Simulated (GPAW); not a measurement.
SnSe:

```xyz
2
Lattice="0.0000 3.0100 3.0100 3.0100 0.0000 3.0100 3.0100 3.0100 0.0000" Properties=species:S:1:pos:R:3 pbc="T T T"
Sn    0.0000    0.0000    0.0000
Se    3.0100    3.0100    3.0100
```

Measurements of this composition are mostly on another form, of space group No. 62.

```yaml
Program: GPAW 26.7.0
Task: relaxation of cell and atoms
Functional: PBEsol
Dispersion: D4
Potentials_or_basis: PAW data sets generated in the run's folder for this functional
Cutoff: 600 eV
Basis: pw
k_mesh: 8 × 8 × 8
Occupations: fermi-dirac, width 0.05 eV
Spin: no spin polarisation
```

At the start: pressure -3.3 GPa; volume 27.27 Å³/atom.

Question: How do energy, volume and symmetry change on relaxing?

Answer: Over 11 steps the energy falls by 18.7 meV/atom and the volume is 25.52 Å³/atom (-6.4 %); space group Fm-3m (No. 225, to 0.05 Å).

The path:
```tsv
step	energy change (eV)	largest force (eV/Å)	pressure (GPa)	volume (Å³)
1	0.0000	0.0000	-3.29	54.54
2	-0.0089	0.0000	-2.94	54.09
3	-0.0225	0.0000	-2.20	53.24
4	-0.0340	0.0000	-1.10	52.11
5	-0.0371	0.0000	0.29	50.88
6	-0.0371	0.0000	0.28	50.89
7	-0.0371	0.0000	0.26	50.91
8	-0.0372	0.0000	0.23	50.93
9	-0.0372	0.0000	0.19	50.96
10	-0.0373	0.0000	0.15	51.00
11	-0.0373	0.0000	0.10	51.04
```

Final structure:
```xyz
2
Lattice="0.0000 2.9442 2.9442 2.9442 0.0000 2.9442 2.9442 2.9442 0.0000" Properties=species:S:1:pos:R:3 pbc="T T T"
Sn    0.0000    0.0000    0.0000
Se    2.9442    2.9442    2.9442
```

Caveat: later steps reuse the first step's grids.
